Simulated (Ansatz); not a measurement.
# MnSb: relaxation of cell and atoms with BLYP+D4

MnSb:

```
Sb Mn
1.0
     4.15000    0.00000    0.00000
    -2.07500    3.59401    0.00000
     0.00000    0.00000    5.78000
Sb Mn
2 2
Cartesian
  2.0750 1.1980 4.3350
  0.0000 2.3960 1.4450
  0.0000 0.0000 2.8900
  0.0000 0.0000 0.0000
```

* Program: Ansatz 0.2.0
* Task: relaxation of cell and atoms
* Functional: BLYP
* Dispersion: D4
* Potentials or basis: Ansatz PAW
* Cutoff: 420 eV (not typed: the program's choice for these potentials)
* k mesh: 7 × 7 × 5
* Occupations: fermi-dirac, width 0.05 eV
* Spin: collinear spin, ferromagnetic start
* Starting moments: [0.0, 0.0, 4.0, 4.0] μB

```json
{"Relaxed volume": "19.70 Å³/atom", "Relaxed cell": "a = 4.042 Å, b = 4.042 Å, c = 5.569 Å, α = 90.00°, β = 90.00°, γ = 120.00°", "Space group after relaxing (to 0.05 Å)": "P6_3/mmc (No. 194)", "Energy gained by relaxing": "28.6 meV/atom", "Ionic steps": "5", "Pressure after relaxing": "0.0 GPa", "Net moment": "5.97 μB per cell", "Absolute moment": "6.68 μB per cell", "Site moments": "Sb -0.10; Mn +3.03 μB"}
```

The path:
| step | energy change (eV) | largest force (eV/Å) | volume (Å³) |
| --- | --- | --- | --- |
| 1 | 0.0000 | 0.0000 | 86.21 |
| 2 | -0.1049 | 0.0000 | 76.51 |
| 3 | -0.1160 | 0.0000 | 78.96 |
| 4 | -0.1162 | 0.0000 | 78.78 |
| 5 | -0.1142 | 0.0000 | 78.78 |

Final structure:
```
CELL_PARAMETERS angstrom
4.04154 0.00000 0.00000
-2.02077 3.50008 0.00000
0.00000 0.00000 5.56931
ATOMIC_POSITIONS crystal
Sb 0.66667 0.33333 0.75000
Sb 0.33333 0.66667 0.25000
Mn 0.00000 0.00000 0.50000
Mn 0.00000 0.00000 0.00000
```

It took 10 s on 2 threads of AMD EPYC 9R45 96-Core Processor (Zen 5) (shared host), peak memory 0.56 GiB.

Caveat: the plane-wave basis is chosen anew once the cell has moved, so the energies of steps on either side of that aren't comparable; only a ferromagnetic start was run, and an antiferromagnetic order may lie lower in energy; the PAW data sets come from PBE, with cores solved anew for the run's functional, which leaves a small shift of forces and pressure. The run has no spin-orbit coupling, so splittings on Sb are missing.
